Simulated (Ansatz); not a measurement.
# B: the cost of one run

Computed with Ansatz 0.2.0 (DFT PBE, scalar-relativistic, plane waves, PAW, unless a step's input says otherwise).

2 further runs of the same task are left out: 1 that didn't finish, 1 set aside as unsound or not needed.

## Step 1: The structure to begin with

Symmetry: Pmmn, No. 59, orthorhombic system. The conventional cell has a = 2.596 Å, b = 3.169 Å, c = 2.167 Å, α = 90.00°, β = 90.00°, γ = 90.00°. Around B (site symmetry mm2) lie 6 B at 2.17 to 2.18 Å.

As a file:

```xyz
2
Lattice="2.5960 0.0000 0.0000 0.0000 3.1687 0.0000 0.0000 0.0000 2.1673" Properties=species:S:1:pos:R:3 pbc="T T T"
B     0.0000    0.0000    0.3677
B     1.2980    1.5843    1.7996
```

A structure generator made this guess: random cell by space group and Wyckoff sites (Pmmn, No. 59). The dimensions are guesses.

## Step 2: A first look at the guess

Contents of input.yaml:

```yaml
crystal:
  lattice:
    - [2.59599504, 0.0, 0.0]
    - [0.0, 3.1686765, 0.0]
    - [0.0, 0.0, 2.16728594]
  atoms:
    - { symbol: B, position: [0.0, 0.0, 0.16964043] }
    - { symbol: B, position: [0.5, 0.5, 0.83035957] }
basis:
  ecutwfc: 420
kpoints:
  mp_grid: { grid: [6, 6, 8] }
hamiltonian:
  xc: pbe
scf:
  occupations: { method: gaussian, width: 0.1 }
  lower_state_search: "off"
output:
  forces: true
  stress: true
  eigenvalues: true
```

Started as:

```bash
$ ansatz run input.yaml --threads 1 --pin off --max-ram 2560MiB --backend cpu --events-out ev --progress --plain --runs-dir out
```

**Question.** How long does this run take on 1 thread of Arm Neoverse N1, shared host, and how much memory does it need?

About 1.4 s, with a peak of 0.24 GiB.
